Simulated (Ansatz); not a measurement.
**Os: one candidate structure**

Where does Os go from the start given, structure listed in a database for this formula (P2_1/c, No. 14)?

Method: DFT r2SCAN, scalar-relativistic, plane waves, PAW, in Ansatz 0.2.0.

## Step 1: The system as given

It takes space group P2_1/c (No. 14, monoclinic). Conventional cell: a = 5.106 Å, b = 4.644 Å, c = 5.134 Å, α = 90.00°, β = 105.63°, γ = 90.00°. Around Os (site symmetry 1) lie 11 Os at 2.57 to 2.74 Å. Os (site symmetry 1) has 11 Os at 2.61 to 2.80 Å as nearest neighbours.

Coordinates:

```xyz
8
Lattice="5.1058 0.0000 0.0000 0.0000 4.6445 0.0000 -1.3830 0.0000 4.9446" Properties=species:S:1:pos:R:3 pbc="T T T"
Os    0.9074    1.5708    3.9359
Os    2.1239    3.8931    3.4810
Os    2.8154    3.0737    1.0087
Os    1.5989    0.7514    1.4636
Os    3.5183    1.5882    3.1581
Os   -0.4870    3.9105    4.2588
Os    0.2045    3.0563    1.7865
Os    4.2098    0.7340    0.6858
```

(A quick probe on a coarse mesh, which set the mesh and smearing, is not shown.)

## Step 3: Relaxing cell and atoms

Contents of input.yaml:

```yaml
crystal:
  lattice:
    - [5.1057859893, 0.0, 0.0]
    - [0.0, 4.64449565, 0.0]
    - [-1.3829965296, 0.0, 4.9446198231]
  atoms:
    - { symbol: Os, position: [0.39332799, 0.33821046, 0.79599524] }
    - { symbol: Os, position: [0.60667201, 0.83821046, 0.70400476] }
    - { symbol: Os, position: [0.60667201, 0.66178954, 0.20400476] }
    - { symbol: Os, position: [0.39332799, 0.16178954, 0.29599524] }
    - { symbol: Os, position: [0.8620818, 0.34195662, 0.63869562] }
    - { symbol: Os, position: [0.1379182, 0.84195662, 0.86130438] }
    - { symbol: Os, position: [0.1379182, 0.65804338, 0.36130438] }
    - { symbol: Os, position: [0.8620818, 0.15804338, 0.13869562] }
basis:
  ecutwfc: 500
kpoints:
  mp_grid: { grid: [8, 8, 8] }
hamiltonian:
  xc: r2scan
scf:
  occupations: { method: gaussian, width: 0.1 }
output:
  forces: true
  stress: true
  eigenvalues: true
relax:
  adjacent_minimum: "off"
  f_tol: 0.01
  max_steps: 80
  cell: { stress_tol: 0.05 }
```

Before running it: what results should come out?

The runs gave:

| quantity | value |
| --- | --- |
| cell | a = 5.089 Å, b = 4.633 Å, c = 5.119 Å, α = 90.00°, β = 105.50°, γ = 90.00° |
| space group | P2_1/c (No. 14) |
| volume | 14.54 Å³/atom |
| gap on the mesh | none (metal) |

In words: The space group stayed P2_1/c, and from the first guess the volume went from 14.66 to 14.54 Å³/atom. The runs treat Os without spin-orbit coupling.
